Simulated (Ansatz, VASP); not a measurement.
Ge in VASP and in Ansatz

INCAR

```
SYSTEM = Ge
PREC = Accurate ; ENCUT = 520
EDIFF = 1E-7 ; ISMEAR = 0
SIGMA = 0.1 ; LREAL = .FALSE.
LASPH = .TRUE. ; NELM = 60
ALGO = Normal ; ISIF = 2
LWAVE = .FALSE. ; LCHARG = .FALSE.
GGA = PS ; NBANDS = 13
```

KPOINTS

```
Automatic mesh
0
G
  8 8 6
  0 0 0
```

Contents of POSCAR:

```
Ge
1.0
    1.3971490000     -2.6005160000      0.0000000000
    1.3971490000      2.6005160000      0.0000000000
    0.0000000000      0.0000000000      2.6982310000
Ge
1
Direct
    0.5000000000      0.5000000000      0.0000000000
```

Input for Ansatz:

```yaml
crystal:
  lattice:
    - [1.397149, -2.600516, 0.0]
    - [1.397149, 2.600516, 0.0]
    - [0.0, 0.0, 2.698231]
  atoms:
    - { symbol: Ge, position: [0.5, 0.5, 0.0] }
basis:
  ecutwfc: 420
kpoints:
  mp_grid: { grid: [8, 8, 6] }
hamiltonian:
  xc: pbesol
scf:
  occupations: { method: gaussian, width: 0.1 }
output:
  forces: true
  stress: true
  eigenvalues: true
```

This isn't the form of Ge at room conditions, which is diamond.

Alike in both runs: task single point; functional PBEsol; k mesh 8 × 8 × 6; occupations gaussian, width 0.1 eV; no spin polarisation.

|  | VASP | Ansatz |
| --- | --- | --- |
| version | VASP 6.6.1 | Ansatz 0.2.0 |
| potentials or method | VASP PAW PBE potentials, release 64 (Ge_d) | scalar-relativistic, plane waves, PAW |
| plane-wave cutoff (eV) | 520 | 420 |
| valence electrons in the cell | 14 | 14 |

Ansatz gave:

* gap on the k mesh at the Fermi level (eV): none
* pressure (GPa): -5.1
* largest component of the traceless stress (GPa): 5.76

**Question.** Estimate VASP's values.

**Answer.** gap on the k mesh at the Fermi level (eV): none; pressure (GPa): -5.3; largest component of the traceless stress (GPa): 5.77.

A gap of «none» marks a metal or a gap that the smearing closes. The functional is the same, so the differences come from potentials, cutoffs and numerics.

Caveats: the k mesh is coarse (spacing up to 0.39 Å⁻¹), so the values aren't converged; the PAW data sets were made with another functional, which shifts forces and pressure a little (VASP).
